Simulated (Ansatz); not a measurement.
## Stress against strain in AlN

```
CELL_PARAMETERS angstrom
3.11100 0.00000 0.00000
-1.55550 2.69421 0.00000
0.00000 0.00000 4.97800
ATOMIC_POSITIONS crystal
Al 0.33333 0.66667 0.00000
Al 0.66667 0.33333 0.50000
N 0.33333 0.66667 0.38500
N 0.66667 0.33333 0.88500
```

Atoms are numbered in the order listed.

The conventional cell has a = 3.111 Å, b = 3.111 Å, c = 4.978 Å, α = 90.00°, β = 90.00°, γ = 120.00°. Al (atom 1) is surrounded by 4 N at 1.89 to 1.92 Å. Around N (atom 3) lie 4 Al at 1.89 to 1.92 Å.

The cell is COD entry 9008860, as deposited and not checked against the literature; nothing was relaxed.

Level of theory: DFT, PBE, all-electron LAPW, scalar-relativistic (Ansatz 0.2.0).

The runs use a Γ-centred 11×11×6 k mesh, Fermi–Dirac smearing of 0.02 eV, basis error target 1 meV/atom, no spin polarisation.

The strain is applied along the Cartesian axes of the cell as listed (the other components stay zero). Fractional coordinates are held (clamped ions).

σ is the change of stress from the unstrained cell, which is at 3.95 GPa; tension is positive, so slopes are stress–strain coefficients at that pressure.

Only quantities that a quadratic follows smoothly over the whole series are listed; rougher ones are left out.

```tsv
εxx = εyy	σzz (GPa)	σxx (GPa)
-0.0300	-4.68	-20.36
-0.0100	-1.45	-6.11
0.0000	0.00	0.00
0.0100	1.36	5.51
0.0200	2.62	10.46
0.0300	3.81	14.90
```

**Question.** Fit the series and read off the stiffness at zero strain.

**Answer.** Least-squares fits y = p0 + p1 x + p2 x² to the rows give σzz (GPa): p1 = 141, p2 = -490; σxx (GPa): p1 = 587, p2 = -3000. So C13 + C23 = 141 GPa and C11 + C12 = 587 GPa, for these axes.

**Question.** One run, at εxx = εyy = -0.0200, is withheld. Predict its row.

**Answer.** The fits give -3.02, -12.95; the run gave -3.01, -12.88.
